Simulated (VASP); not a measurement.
# IrO2 (P4_2/mnm) in VASP: single point with r2SCAN

Aim: the single point of IrO2 with r2SCAN.

Everything below comes from runs of VASP 6.6.1. Logs are shortened: lines on timing, memory, paths and dates and some standing lists are left out, and cuts for length are marked.

### 1 The crystal as given

It takes space group P4_2/mnm (No. 136, tetragonal). The conventional cell has a = 4.487 Å, b = 4.487 Å, c = 3.162 Å, α = 90.00°, β = 90.00°, γ = 90.00°. Around Ir (site symmetry mmm) lie 6 O at 1.96 to 1.99 Å. Around O (site symmetry m2m) lie 3 Ir at 1.96 to 1.99 Å.

The cell is a database's computed one.

### 2 Single point, r2SCAN

File POSCAR:

```
IrO2
1.0
    4.4869456434      0.0000000000      0.0000000000
    0.0000000000      4.4869456434      0.0000000000
    0.0000000000      0.0000000000      3.1618506666
Ir O
2 4
Direct
    0.5000000000      0.5000000000      0.5000000000
    0.0000000000      0.0000000000      0.0000000000
    0.6913986570      0.6913986570      0.0000000000
    0.8086013430      0.1913986570      0.5000000000
    0.3086013430      0.3086013430      0.0000000000
    0.1913986570      0.8086013430      0.5000000000
```

File INCAR.step1:

```
  PREC = Accurate
  ENCUT = 520
  ISMEAR = 0
  SIGMA = 0.1
  LREAL = False
  LASPH = True
  NELM = 100
  NBANDS = 30
  GGA = PE
  ALGO = Normal
  EDIFF = 1E-4
  LWAVE = True
  LCHARG = False
```

File INCAR.step2:

```
  PREC = Accurate
  ENCUT = 520
  EDIFF = 1E-6
  ISMEAR = 0
  SIGMA = 0.1
  LREAL = False
  LASPH = True
  NELM = 100
  ALGO = Normal
  ISIF = 2
  LWAVE = False
  LCHARG = False
  METAGGA = R2SCAN
  LMIXTAU = True
  NBANDS = 30
  ISTART = 1
```

File KPOINTS:

```
Automatic mesh
0
Gamma
  8 8 12
```

Potentials or basis: VASP PAW PBE potentials, release 64 (Ir, O).

On the command line:

```bash
cat potpaw_PBE.64/Ir/POTCAR potpaw_PBE.64/O/POTCAR > POTCAR
cp INCAR.step1 INCAR
mpirun -np 1 vasp_std > vasp.out
cp INCAR.step2 INCAR
mpirun -np 1 vasp_std > vasp.out
```

OUTCAR:

```text
PREC = Accurate
   ENCUT = 520
   EDIFF = 1E-6
   ISMEAR = 0
   LREAL = False
   LASPH = True
   NELM = 100
   ISIF = 2
   METAGGA = R2SCAN
   ISTART = 1

 ion  position               nearest neighbor table
   1  0.500  0.500  0.500-   4 1.96   6 1.96   5 1.99   3 1.99   3 1.99   5 1.99
   2  0.000  0.000  0.000-   3 1.96   5 1.96   4 1.99   6 1.99   4 1.99   6 1.99
   3  0.691  0.691  0.000-   2 1.96   1 1.99   1 1.99
   4  0.809  0.191  0.500-   1 1.96   2 1.99   2 1.99
   5  0.309  0.309  0.000-   2 1.96   1 1.99   1 1.99
   6  0.191  0.809  0.500-   1 1.96   2 1.99   2 1.99

  LATTYP: Found a simple tetragonal cell.
 ALAT       =     4.4869456434
 C/A-ratio  =     0.7046777291

  Lattice vectors:

 A1 = (   4.4869456434,   0.0000000000,   0.0000000000)
 A2 = (   0.0000000000,   4.4869456434,   0.0000000000)
 A3 = (   0.0000000000,   0.0000000000,   3.1618506666)

Analysis of symmetry for initial positions (statically):
=====================================================================
 Subroutine PRICEL returns:
 Original cell was already a primitive cell.

 Routine SETGRP: Setting up the symmetry group for a
 simple tetragonal supercell.

 Subroutine GETGRP returns: Found 16 space group operations
 (whereof  8 operations were pure point group operations)
 out of a pool of 16 trial point group operations.

The static configuration has the point symmetry D_2h.
 The point group associated with its full space group is D_4h.

Analysis of symmetry for dynamics (positions and initial velocities):
=====================================================================
 Subroutine PRICEL returns:
 Original cell was already a primitive cell.

 Routine SETGRP: Setting up the symmetry group for a
 simple tetragonal supercell.

 Subroutine GETGRP returns: Found 16 space group operations
 (whereof  8 operations were pure point group operations)
 out of a pool of 16 trial point group operations.

The dynamic configuration has the point symmetry D_2h.
 The point group associated with its full space group is D_4h.

 Subroutine INISYM returns: Found 16 space group operations
 (whereof  8 operations are pure point group operations),
 and found     1 'primitive' translations

----------------------------------------------------------------------------------------

                                     Primitive cell

  volume of cell :      63.6565

  direct lattice vectors                    reciprocal lattice vectors
     4.486945643  0.000000000  0.000000000     0.222868757  0.000000000  0.000000000
     0.000000000  4.486945643  0.000000000     0.000000000  0.222868757  0.000000000
     0.000000000  0.000000000  3.161850667     0.000000000  0.000000000  0.316270471

  length of vectors
     4.486945643  4.486945643  3.161850667     0.222868757  0.222868757  0.316270471

  position of ions in fractional coordinates (direct lattice)
     0.500000000  0.500000000  0.500000000
     0.000000000  0.000000000  0.000000000
     0.691398657  0.691398657  0.000000000
     0.808601343  0.191398657  0.500000000
     0.308601343  0.308601343  0.000000000
     0.191398657  0.808601343  0.500000000

  ion indices of the primitive-cell ions
   primitive index   ion index
                 1           1
                 2           2
                 3           3
                 4           4
                 5           5
                 6           6

----------------------------------------------------------------------------------------

 KPOINTS: Automatic mesh

Automatic generation of k-mesh.
 Grid dimensions read from file:
 generate k-points for:    8    8   12

 Generating k-lattice:

  Cartesian coordinates                     Fractional coordinates (reciprocal lattice)
     0.027858595  0.000000000  0.000000000     0.125000000  0.000000000  0.000000000
     0.000000000  0.027858595  0.000000000     0.000000000  0.125000000  0.000000000
     0.000000000  0.000000000  0.026355873     0.000000000  0.000000000  0.083333333

  Length of vectors
     0.027858595  0.027858595  0.026355873

  Shift w.r.t. Gamma in fractional coordinates (k-lattice)
     0.000000000  0.000000000  0.000000000

 Subroutine IBZKPT returns following result:
 ===========================================

 Found    105 irreducible k-points:

 Following reciprocal coordinates:
            Coordinates               Weight
  0.000000  0.000000  0.000000      1.000000
  0.125000  0.000000  0.000000      4.000000
  0.250000  0.000000  0.000000      4.000000
  0.375000  0.000000  0.000000      4.000000
  0.500000  0.000000  0.000000      2.000000
  0.125000  0.125000  0.000000      4.000000
[... 16 lines left out ...]
  0.375000  0.125000  0.083333     16.000000
  0.500000  0.125000  0.083333      8.000000
 [... further k-points ...]
   k-points           NKPTS =    105   k-points in BZ     NKDIM =    105   number of bands    NBANDS=     30
   number of dos      NEDOS =    301   number of ions     NIONS =      6
   total plane-waves  NPLWV =  31104
   dimension x,y,z NGX =    36 NGY =   36 NGZ =   24
   dimension x,y,z NGXF=    72 NGYF=   72 NGZF=   48
   ions per type =               2   4
   NGX,Y,Z   is equivalent  to a cutoff of  13.34, 13.34, 12.62 a.u.
   NGXF,Y,Z  is equivalent  to a cutoff of  26.68, 26.68, 25.24 a.u.
 SYSTEM =  unknown system
   PREC   = accura    normal or accurate (medium, high low for compatibility)
   ISTART =      1    job   : 0-new  1-cont  2-samecut
   ICHARG =      0    charge: 1-file 2-atom 10-const
   ISPIN  =      1    spin polarized calculation?
   LNONCOLLINEAR =      F non collinear calculations
   LSORBIT =      F    spin-orbit coupling
   LASPH  =      T    aspherical Exc in radial PAW
   ENCUT  =  520.0 eV  38.22 Ry    6.18 a.u.   8.34  8.34  5.88*2*pi/ulx,y,z
   NELM   =    100;   NELMIN=  2; NELMDL=  0     # of ELM steps
   EDIFF  = 0.1E-05   stopping-criterion for ELM
   LREAL  =      F    real-space projection
   EDIFFG = 0.1E-04   stopping-criterion for IOM
   NSW    =      0    number of steps for IOM
   IBRION =     -1    ionic relax: 0-MD 1-quasi-New 2-CG
   NFREE  =      0    steps in history (QN), initial steepest desc. (CG)
   ISIF   =      2    stress and relaxation
   ISYM   =      2    0-nonsym 1-usesym 2-fastsym
   POTIM  = 0.5000    time-step for ionic-motion
   TEBEG  =    0.0;   TEEND  =   0.0 temperature during run
   PSTRESS=    0.0 pullay stress
   NELECT =      42.0000    total number of electrons
   NUPDOWN=      -1.0000    fix difference up-down
   EMIN   =  10.00;   EMAX   =-10.00  energy-range for DOS
   EFERMI =   0.00;   METHOD = LEGACY
   ISMEAR =     0;   SIGMA  =   0.10  broadening in eV -4-tet -1-fermi 0-gaus
   EFERMI_NEDOS =   21; number of points for ismear=-14 and -15
   IALGO  =     38    algorithm
   IMIX   =      4    mixing-type and parameters
     AMIX     =   0.40;   BMIX     =  1.00
     AMIX_MAG =   1.60;   BMIX_MAG =  1.00
  volume/ion in A,a.u.               =      10.61        71.60
  Fermi-wavevector in a.u.,A,eV,Ry     =   1.425204  2.693244 27.636229  2.031206
  Thomas-Fermi vector in A             =   2.545613
   LORBIT       =      0    0 simple, 1 ext, 2 COOP (PROOUT), +10 PAW based schemes
   METAGGA = R2SCAN    functional components
   LHFCALC =     F    Hartree Fock is set to
   AEXX    =    0.0000 exact exchange contribution
   IVDW    =     0    specifies the selected vdW correction
   LEPSILON=     F    determine dielectric tensor
   LRPA    =     F    only Hartree local field effects (RPA)
 non-spin polarized calculation
 Gauss-broadening in eV      SIGMA  =   0.10
  energy-cutoff  :      520.00
  volume of cell :       63.66
 maximum number of plane-waves:      1744
 NGX is ok and might be reduce to    36
   NGX = 17   NGY = 17   NGZ = 11

 number of electron      41.9999995 magnetization

 Free energy of the ion-electron system (eV)
  ---------------------------------------------------
  ext. energy  EPLUGINS =         0.00000000
  ---------------------------------------------------
  free energy    TOTEN  =      -134.10910219 eV

  energy without entropy =     -134.09699175  energy(sigma->0) =     -134.10304697

 E-fermi :   5.9273     XC(G=0): -12.9176

 val. band max:        5.9253676944   @ k =   0.3750   0.3750   0.1667
 cond. band min:       5.9317174025   @ k =   0.2500   0.0000   0.3333
 fundamental gap:      0.0063497080
 Fermi energy:         5.9273162918

 k-point     1 :       0.0000    0.0000    0.0000
  band No.  band energies     occupation
      1     -16.4069      2.00000
      2     -15.2294      2.00000
      3     -14.1324      2.00000
      4     -14.1324      2.00000
      5      -4.1489      2.00000
      6      -3.9366      2.00000
[... 22 lines left out ...]
     29      15.1450      0.00000
     30      18.6110      0.00000

 k-point     2 :       0.1250    0.0000    0.0000
  band No.  band energies     occupation
      1     -16.3451      2.00000
      2     -15.2192      2.00000
      3     -14.2138      2.00000
      4     -14.1703      2.00000
      5      -3.9877      2.00000
      6      -3.8116      2.00000
[... 22 lines left out ...]
     29      15.2123      0.00000
     30      18.4776      0.00000

 k-point     3 :       0.2500    0.0000    0.0000
  band No.  band energies     occupation
      1     -16.1667      2.00000
      2     -15.2134      2.00000
      3     -14.4067      2.00000
      4     -14.2728      2.00000
      5      -3.5521      2.00000
      6      -3.4616      2.00000
[... 22 lines left out ...]
     29      15.4579      0.00000
     30      18.0746      0.00000

 k-point     4 :       0.3750    0.0000    0.0000
  band No.  band energies     occupation
      1     -15.8942      2.00000
      2     -15.3102      2.00000
      3     -14.5540      2.00000
      4     -14.4089      2.00000
      5      -2.9968      2.00000
      6      -2.9834      2.00000
[... 616 lines left out ...]
     29      15.7389      0.00000
     30      17.9770      0.00000

 k-point    23 :       0.3750    0.1250    0.0833
  band No.  band energies     occupation
      1     -15.8307      2.00000
      2     -15.2961      2.00000
      3     -14.5969      2.00000
      4     -14.3830      2.00000
      5      -3.4357      2.00000
      6      -2.5694      2.00000
[... 22 lines left out ...]
     29      16.1551      0.00000
     30      17.4385      0.00000

 k-point    24 :       0.5000    0.1250    0.0833
  band No.  band energies     occupation
      1     -15.5489      2.00000
      2     -15.5489      2.00000
      3     -14.5202      2.00000
      4     -14.5202      2.00000
      5      -2.9186      2.00000
      6      -2.9186      2.00000
[... 22 lines left out ...]
     29      16.7759      0.00000
     30      16.7759      0.00000

 [... further k-points ...]
[... 5 lines left out ...]
  --------------------------------------------------------------------------------------
  -------------------------------------------------------------------------------------
  Total        1.5477418      1.5477418      2.1864170      0.0000000      0.0000000      0.0000000
  in kB       38.9552622     38.9552622     55.0301386      0.0000000      0.0000000      0.0000000
  external PRESSURE =      44.3135544 kB  Pullay stress =       0.0000000 kB

 VOLUME and BASIS-vectors are now :
 -----------------------------------------------------------------------------
  energy-cutoff  :      520.00
  volume of cell :       63.66
      direct lattice vectors                 reciprocal lattice vectors
     4.486945643  0.000000000  0.000000000     0.222868757  0.000000000  0.000000000
     0.000000000  4.486945643  0.000000000     0.000000000  0.222868757  0.000000000
     0.000000000  0.000000000  3.161850667     0.000000000  0.000000000  0.316270471

 POSITION                                       TOTAL-FORCE (eV/Angst)
 -----------------------------------------------------------------------------------
      2.24347      2.24347      1.58093         0.000000     -0.000000      0.000000
      0.00000      0.00000      0.00000         0.000000     -0.000000      0.000000
      3.10227      3.10227      0.00000         0.014301      0.014301      0.000000
      3.62815      0.85880      1.58093        -0.014301      0.014301      0.000000
      1.38468      1.38468      0.00000        -0.014301     -0.014301     -0.000000
      0.85880      3.62815      1.58093         0.014301     -0.014301     -0.000000
 -----------------------------------------------------------------------------------
    total drift:                                0.000000      0.000000     -0.000000

  FREE ENERGIE OF THE ION-ELECTRON SYSTEM (eV)
  ---------------------------------------------------
  free  energy   TOTEN  =      -134.1091021857 eV

  energy  without entropy=     -134.0969917539  energy(sigma->0) =     -134.10304697
```

Run time: 6.1 min. Hardware: 1 thread of Intel Xeon Platinum 8259CL at 2.50GHz (Skylake/Cascade Lake), shared host; peak memory 0.29 GiB.

What came out:

```
Free energy            : -134.1091 eV
Pressure               : 4.4 GPa
Largest force          : 0.020 eV/Å
Band gap on the k mesh : none (metal or under the smearing width)
```

Forces on the atoms (eV/Å):
```
Ir   0.000  0.000  0.000
Ir   0.000  0.000  0.000
O    0.014  0.014  0.000
O   -0.014  0.014  0.000
O   -0.014 -0.014  0.000
O    0.014 -0.014  0.000
```

Stress tensor (GPa, compression positive):
```
3.90 0.00 0.00
0.00 3.90 0.00
0.00 0.00 5.50
```

Caveat: the PAW data sets were made with another functional, which shifts forces and pressure a little.
